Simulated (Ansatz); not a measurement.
Crystal: BN.

```
N B
1.0
     2.55394    0.00000    0.00000
    -1.27697    2.21178    0.00000
     0.00000    0.00000    4.22685
N B
2 2
Direct
  0.33333 0.66667 0.12528
  0.66667 0.33333 0.62528
  0.33333 0.66667 0.49972
  0.66667 0.33333 0.99972
```

Measurements of this composition are mostly on another form, of space group No. 194.

Base run:

```yaml
Program: Ansatz 0.2.0
Functional: LDA
Potentials_or_basis: Ansatz PAW
Cutoff: 420 eV
Density_cutoff: 1680 eV
k_mesh: 12 × 12 × 6
Occupations: fermi-dirac, width 0.05 eV
Spin: no spin polarisation
```

Its results: band gap on the k mesh 4.99 eV, indirect (least direct gap 8.12 eV); pressure -13.7 GPa; largest force 0.023 eV/Å.

Q: The run is repeated on the same cell with these changes: functional from LDA to r2SCAN; cutoff from 420 eV to 500 eV; density cutoff from 1680 eV to 2000 eV. What comes out?

A: Band gap on the k mesh 5.76 eV, indirect (least direct gap 8.94 eV); pressure -4.7 GPa; largest force 0.025 eV/Å.

r2SCAN gives the wider gap, since meta-GGAs in the generalised Kohn-Sham scheme recover part of the derivative discontinuity.

Caveats: the PAW data sets come from PBE, with cores solved anew for the run's functional, which leaves a small shift of forces and pressure.

Not every run made on this cell is shown here.
